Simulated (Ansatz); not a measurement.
# SrTiO3 in Ansatz, single run

The command:

```bash
ansatz run input.yaml --threads 1 --pin off --max-ram 2560MiB --backend cpu --events-out ev --progress --plain --runs-dir out
```

Input:

```yaml
crystal:
  lattice:
    - [3.920772, -0.020476, -0.037287]
    - [-0.020476, 3.988519, -0.002357]
    - [-0.037287, -0.002357, 3.909968]
  atoms:
    - { symbol: Sr, position: [0.952535, 0.046375, 0.003769] }
    - { symbol: Ti, position: [0.4842, 0.496726, 0.428759] }
    - { symbol: O, position: [0.043119, 0.534266, 0.464907] }
    - { symbol: O, position: [0.505423, 0.064046, 0.489022] }
    - { symbol: O, position: [0.514476, 0.5157, 0.944419] }
kpoints:
  mp_grid: { grid: [5, 5, 5], shift: [0.5, 0.5, 0.5] }
magnetization:
  spin_polarized: true
scf:
  occupations: { method: fermi_dirac }
  max_iter: 100
hamiltonian:
  pseudopotentials: { kind: paw }
  xc: r2scan
basis:
  ecutwfc: 30
output:
  forces: true
  stress: true
  eigenvalues: true
```

Origin of the cell: a strained cell with displaced atoms, so it need not be a known compound.

Output:

```
Error: inconsistent input (basis.ecutwfc, kpoints, scf.occupations.method): the automatic band count, capped at the 20 plane waves of the smallest per-k basis (k-point 12, counted from 0 among those solved), leaves no empty band above the 20 bands per channel that the deck's 40 electrons occupy, and the occupations search for the Fermi level (a smearing at a finite width, or tet […]
```

Question: What is wrong with this input?

Answer: It holds a cutoff far too low: `basis.ecutwfc` typed as 30. The program refused the input.
